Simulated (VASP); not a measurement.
Set up this calculation in VASP 6.6.1, as the native input.

* Task: single point
* Functional: PBE
* Potentials or basis: VASP PAW PBE potentials, release 64 (Ga_d, As)
* Cutoff: 520 eV
* k mesh: 6 × 6 × 6
* Occupations: gaussian, width 0.02 eV
* Spin: no spin polarisation
* Further INCAR settings: ALGO = Fast; EDIFF = 1e-07

The structure of GaAs lies in POSCAR:

```
GaAs                                    
1.0
    0.0000000000      2.9032032493      2.9032032493
    2.9032032493      0.0000000000      2.9032032493
    2.9032032493      2.9032032493      0.0000000000
  Ga              As            
     1     1
Direct
     0.0000000000000000    0.0000000000000000    0.0000000000000000
     0.2500000000000000    0.2500000000000000    0.2500000000000000
```

The cell isn't the ideal one: a relaxed cell with its volume scaled by 1.03.

These files were run (other wordings do the same):

INCAR

```
SYSTEM = GaAs
  ALGO = Fast
  EDIFF = 1E-7
  ENCUT = 520
  GGA = PE
  ISIF = 2
  ISMEAR = 0
  LASPH = .True.
  LCHARG = .False.
  LREAL = .False.
  LWAVE = .False.
  NELM = 80
  PREC = Accurate
  SIGMA = 0.02
```

KPOINTS

```
k-points
0
Gamma
  6 6 6
  0 0 0
```

Potentials or basis: VASP PAW PBE potentials, release 64 (Ga_d, As).

Command:

```console
$ cat potpaw_PBE.64/Ga_d/POTCAR potpaw_PBE.64/As/POTCAR > POTCAR
$ mpirun -np 1 vasp_std > vasp.out
```

It gave:

| Item | Value |
| --- | --- |
| Pressure | -1.5 GPa |
| Band gap on the k mesh | none (metal or under the smearing width) |

Run time: 8.6 s on 1 thread of Intel(R) Xeon(R) Platinum 8488C (Sapphire Rapids), with other jobs on the host, peak memory 0.17 GiB.
